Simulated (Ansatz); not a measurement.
**K2S (Fm-3m): exact exchange against the cheap answer**

An exercise on one series of results from a longer session: the logs are not shown, and one member is left open.

Computed with Ansatz 0.2.0 (DFT at several levels, plane waves, PAW, unless a step's input says otherwise).

## The structure to begin with

The structure is cubic, space group Fm-3m (No. 225). The conventional cell has a = 7.391 Å, b = 7.391 Å, c = 7.391 Å, α = 90.00°, β = 90.00°, γ = 90.00°. Around K (site symmetry -43m) lie 4 S at 3.20 Å. S (site symmetry m-3m) has 8 K at 3.20 Å in its first shell of neighbours.

Structure file:

```cif
data_structure
_symmetry_space_group_name_H-M 'P 1'
_symmetry_Int_Tables_number 1
_cell_length_a 5.2262
_cell_length_b 5.2262
_cell_length_c 5.2262
_cell_angle_alpha 60.000
_cell_angle_beta 60.000
_cell_angle_gamma 60.000
_cell_volume 100.94
loop_
_atom_site_label
_atom_site_type_symbol
_atom_site_fract_x
_atom_site_fract_y
_atom_site_fract_z
_atom_site_occupancy
K1 K 0.25000 0.25000 0.25000 1
K2 K 0.75000 0.75000 0.75000 1
S1 S 0.00000 0.00000 0.00000 1
```

At PBE, an earlier run found 0.57 GPa for this cell of 33.646 Å³/atom (6×6×6 mesh), mesh gap 2.40 eV.

The cell stays fixed from here on.

Levels to run, all on a 4×4×4 mesh: PBE; PBE0 form (fraction 1/ε∞); HSE06 form (fraction 0.35, screening 0.5 Å⁻¹); PBE0 form (fraction 0.4). Hardware: 4 threads of Arm Neoverse V2, shared host.

Set-up of the first run:

Contents of input.yaml:

```yaml
crystal:
  lattice:
    - [0.0, 3.6954997636, 3.6954997636]
    - [3.6954997636, 0.0, 3.6954997636]
    - [3.6954997636, 3.6954997636, 0.0]
  atoms:
    - { symbol: K, position: [0.25, 0.25, 0.25] }
    - { symbol: K, position: [0.75, 0.75, 0.75] }
    - { symbol: S, position: [0.0, 0.0, 0.0] }
basis:
  ecutwfc: 420
  ecutrho_ratio: 4
kpoints:
  mp_grid: { grid: [4, 4, 4] }
hamiltonian:
  xc: pbe
scf:
  occupations: { method: gaussian, width: 0.05 }
output:
  forces: true
  stress: true
  eigenvalues: true
  populations: true
  write_density: true
  write_potential: true
  elf: true
  volumetric_format: npy
```

Launch:

```bash
$ ansatz run input.yaml --threads 4 --pin off --max-ram 8192MiB --backend cpu --events-out ev --progress --plain --runs-dir out
```

Steps of the session up to this table: PBE; PBE0 form (fraction 1/ε∞); HSE06 form (fraction 0.35, screening 0.5 Å⁻¹); PBE0 form (fraction 0.4).

One of the session's tables, all rows but one given; the rest of the session is left out.

It belongs to the step «The sweep». 

```
                                        level  gap on the mesh (eV)  pressure (GPa)
                                          PBE                  2.40             0.6
                    PBE0 form (fraction 1/ε∞)                     ?               ?
HSE06 form (fraction 0.35, screening 0.5 Å⁻¹)                  3.00             0.2
                     PBE0 form (fraction 0.4)                  5.04             0.0
```

Estimate the missing values for PBE0 form (fraction 1/ε∞).

As computed: gap on the mesh (eV): 4.51; pressure (GPa): 0.1. In the column «gap on the mesh (eV)» it lies between HSE06 form (fraction 0.35, screening 0.5 Å⁻¹) (3.00) and PBE0 form (fraction 0.4) (5.04).

Against 2.40 eV at PBE, the runs with exact exchange give 3.00 (HSE06 form (fraction 0.35, screening 0.5 Å⁻¹)) to 5.04 eV (PBE0 form (fraction 0.4)). Gaps are over this coarse mesh alone, and total energies of different levels can't be compared. The program warned that the SCF threshold is loose for the stress of this hybrid run.

Limits of these values: Warnings in the runs' records: stress scf threshold loose, stress exchange threshold loose.
